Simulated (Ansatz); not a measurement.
# KCl: a single-point run

The task is a single-point run on KCl. The structure is shown as the input types it.

Program: Ansatz 0.2.0. Level of theory: density functional or hybrid calculation with the settings of its input, plane waves (as first typed). These are calculated values, not measurements.

## 1. The system as given

The structure is cubic, space group Fm-3m (No. 225). The conventional cell has a = 6.290 Å, b = 6.290 Å, c = 6.290 Å, α = 90.00°, β = 90.00°, γ = 90.00°. Around K (site symmetry m-3m) lie 6 Cl at 3.14 Å. Cl (site symmetry m-3m) has 6 K at 3.14 Å as nearest neighbours.

Coordinates:

```
CELL_PARAMETERS angstrom
0.00000 3.14485 3.14485
3.14485 0.00000 3.14485
3.14485 3.14485 0.00000
ATOMIC_POSITIONS crystal
K 0.00000 0.00000 0.00000
Cl 0.50000 0.50000 0.50000
```

## 2. The run

Contents of input.yaml:

```yaml
crystal:
  lattice:
    - [0.0, 3.144847132, 3.144847132]
    - [3.144847132, 0.0, 3.144847132]
    - [3.144847132, 3.144847132, 0.0]
  atoms:
    - { symbol: K, position: [0.0, 0.0, 0.0] }
    - { symbol: Cl, position: [0.5, 0.5, 0.5] }
kpoints:
  mp_grid: { grid: [6, 6, 6] }
hamiltonian:
  xc: pw91
scf:
  occupations: { method: fixed }
  n_extra_bands: 4
output:
  forces: true
  stress: true
  eigenvalues: true
```

On the command line:

```
$ ansatz run input.yaml --threads 4 --pin off --max-ram 3686MiB --backend cpu --events-out ev --progress --plain --runs-dir out
```

**Question.** How will this run end, and is anything wrong with its input?

The program refused the input before any cycle. Its message: «line 12 column 7: hamiltonian.xc: unknown variant `pw91`, expected one of `lda`, `lda-pw`, `pw92`, `pbe`, `pbesol`, `rpbe`, `revpbe`, `blyp`, ...»

In the input, hamiltonian.xc is pw91. No functional of that name is defined in this program.

The cure: set hamiltonian.xc to r2scan. Any name on the list would pass the check; a listed functional of a like name need not be the same functional.
